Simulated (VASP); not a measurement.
Rh under changes of volume

One of the cells (13.770 Å³/atom); the others are scaled copies at fixed shape and fractional positions:

```
CELL_PARAMETERS angstrom
0.00000 1.90239 1.90239
1.90239 0.00000 1.90239
1.90239 1.90239 0.00000
ATOMIC_POSITIONS crystal
Rh 0.00000 0.00000 0.00000
```

- Program: VASP 6.6.1
- Functional: r2SCAN
- Potentials or basis: VASP PAW PBE potentials, release 64 (Rh_pv)
- Cutoff: 520 eV
- k mesh: 10 × 10 × 10
- Occupations: fermi-dirac, width 0.05 eV
- Spin: no spin polarisation

| volume (Å³/atom) | energy over the lowest point (meV/atom) | pressure (GPa) |
| --- | --- | --- |
| 13.219 | 21.45 | 12.9 |
| 13.494 | 5.21 | 6.1 |
| 13.770 | 0.00 | 0.1 |
| 14.045 | ? | ? |
| 14.321 | 17.73 | -9.9 |

**Question.** What does the run at 14.045 Å³/atom give?

**Answer.** Energy over the lowest point 4.55 meV/atom; pressure -5.3 GPa.

Worked out: A Birch-Murnaghan fit of order 2 (a polynomial in V^(-2/3)) to the other rows has its minimum at 13.78 Å³/atom with B0 = V·E''(V) = 284 GPa. It gives 4.39 meV/atom at 14.045 Å³/atom, against the run's 4.55, and -dE/dV = -5.3 GPa, against -5.3.

Energies are extrapolated to zero smearing.

Caveats: the PAW data sets were made with another functional, which shifts forces and pressure a little.
